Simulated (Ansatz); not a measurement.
BaTe, relaxed from a PbO-type start to space group Pm-3m (read at 0.02 Å)

The computed numbers are results of PBEsol, scalar-relativistic (no spin polarisation) in the plane-wave PAW code Ansatz at 420 eV, Γ-centred 6×6×8 mesh, 0.05 eV Gaussian smearing; PAW files: Ansatz's generated set soft_2.

```
CELL_PARAMETERS angstrom
5.88405 0.00000 0.00000
0.00000 5.88405 0.00000
0.00000 0.00000 4.16152
ATOMIC_POSITIONS crystal
Ba 0.50000 0.00000 0.50000
Ba 0.00000 0.50000 0.50000
Te 0.00000 0.00000 0.00000
Te 0.50000 0.50000 0.00000
```

This is a trial structure: the heavier alkaline earths' oxides and chalcogenides take the rock-salt structure.

Cell and atoms are those of this level's equilibrium.

Elastic constants come from the stress of slightly strained cells with relaxed atoms, in GPa, Voigt order xx, yy, zz, yz, xz, xy in the Cartesian frame of the vectors above. The crystal is cubic, but these axes aren't its cube axes, so the tensor shows more than three constants.

Problem. Give the elastic tensor.

Solution. 
```
59.1 38.0 11.2  0.0  0.0  0.0
38.0 59.1 11.2  0.0  0.0  0.0
11.2 11.2 86.2  0.0  0.0  0.0
 0.0  0.0  0.0 10.5  0.0  0.0
 0.0  0.0  0.0  0.0 10.5  0.0
 0.0  0.0  0.0  0.0  0.0 37.4
```

Problem. Is the crystal mechanically stable, and what are its polycrystalline moduli?

Solution. Stable against homogeneous strain: the smallest eigenvalue of the tensor is 10.5 GPa. Hill averages: K = 36 GPa, G = 18.0 GPa, E = 46 GPa, ν = 0.29.

The equation of state, an independent route, gives B0 = 36 GPa, against 36 GPa here.

These numbers lack spin–orbit coupling.
